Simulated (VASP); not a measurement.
Here is a VASP 6.6.1 calculation.

The input INCAR:

```
ALGO     = Normal         # electronic algorithm
EDIFF    = 1E-6           # SCF threshold, eV
EDIFFG   = -0.01          # ionic threshold
ENCUT    = 600            # plane-wave cutoff, eV
GGA      = PS             # functional
IBRION   = 2              # ionic algorithm
ISIF     = 3              # what is computed and relaxed
ISMEAR   = 0              # smearing method
LASPH    = True           # aspherical terms in the spheres
LCHARG   = False          # write CHGCAR
LREAL    = False          # projectors in reciprocal space
LWAVE    = False          # write WAVECAR
NELM     = 80             # most SCF steps
NSW      = 90             # ionic steps
PREC     = Accurate       # precision mode
SIGMA    = 0.03           # smearing width, eV
```

KPOINTS

```
k-points
0
Gamma
  7 7 7
```

The input POSCAR:

```
Bi2Te3
1.0
    2.1930000000      1.2661291403     10.1656666667
   -2.1930000000      1.2661291403     10.1656666667
    0.0000000000     -2.5322582807     10.1656666667
Bi Te
2 3
Direct
    0.4000000000      0.4000000000      0.4000000000
    0.6000000000      0.6000000000      0.6000000000
    0.0000000000      0.0000000000      0.0000000000
    0.2095000000      0.2095000000      0.2095000000
    0.7905000000      0.7905000000      0.7905000000
```

Potentials or basis: VASP PAW PBE potentials, release 64 (Bi_d, Te).

Run with:

```bash
$ cat potpaw_PBE.64/Bi_d/POTCAR potpaw_PBE.64/Te/POTCAR > POTCAR
$ mpirun -np 1 vasp_std > vasp.out
```

(1) Predict the relaxed cell.

(2) What does it give for the band gap on the k mesh?

(3) What does it give for the relaxed volume?

Answers

(1) a = 10.396 Å, b = 10.396 Å, c = 10.396 Å, α = 24.34°, β = 24.34°, γ = 24.34°.

(2) 0.20 eV, direct.

(3) 33.55 Å³/atom.

Caveat: the PAW data sets were made with another functional, which shifts forces and pressure a little; spin-orbit coupling is left out, which as a rule narrows the gap of such compounds by several tenths of an eV; an odd mesh through Γ misses points on the zone boundary, where band edges often lie.
